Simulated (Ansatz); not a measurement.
HgTe:

```
CELL_PARAMETERS angstrom
0.00000 3.18000 3.18000
3.18000 0.00000 3.18000
3.18000 3.18000 0.00000
ATOMIC_POSITIONS crystal
Hg 0.00000 0.00000 0.00000
Te 0.50000 0.50000 0.50000
```

Measurements of this composition are mostly on another form, of space group No. 216.

```yaml
Program: Ansatz 0.2.0
Task: relaxation of cell and atoms
Functional: BLYP
Dispersion: D4
Potentials_or_basis: Ansatz PAW
Cutoff: "420 eV (not typed: the program's choice for these potentials)"
k_mesh: 7 × 7 × 7
Occupations: fermi-dirac, width 0.05 eV
Spin: no spin polarisation
```

At the start: volume 32.16 Å³/atom.

Question: Where does the relaxation end?

Answer: It ends after 5 steps and the volume is 28.59 Å³/atom (-11.1 %); space group Fm-3m (No. 225, to 0.05 Å).

Step by step:
```tsv
step	energy change (eV)	largest force (eV/Å)	volume (Å³)
1	0.0000	0.0000	64.31
2	-0.1093	0.0000	56.54
3	-0.1101	0.0000	57.37
4	-0.1103	0.0000	57.19
5	-0.1086	0.0000	57.19
```

Final structure:
```cif
data_structure
_symmetry_space_group_name_H-M 'P 1'
_symmetry_Int_Tables_number 1
_cell_length_a 4.3245
_cell_length_b 4.3245
_cell_length_c 4.3245
_cell_angle_alpha 60.000
_cell_angle_beta 60.000
_cell_angle_gamma 60.000
_cell_volume 57.19
loop_
_atom_site_label
_atom_site_type_symbol
_atom_site_fract_x
_atom_site_fract_y
_atom_site_fract_z
_atom_site_occupancy
Hg1 Hg 0.00000 0.00000 0.00000 1
Te1 Te 0.50000 0.50000 0.50000 1
```

Caveat: the plane-wave basis is chosen anew once the cell has moved, so the energies of steps on either side of that aren't comparable; the volume moved by -11 % from the deposited cell, more than functionals usually miss; pairwise dispersion overbinds metals, which lowers pressure and volume; the PAW data sets come from PBE, with cores solved anew for the run's functional, which leaves a small shift of forces and pressure.
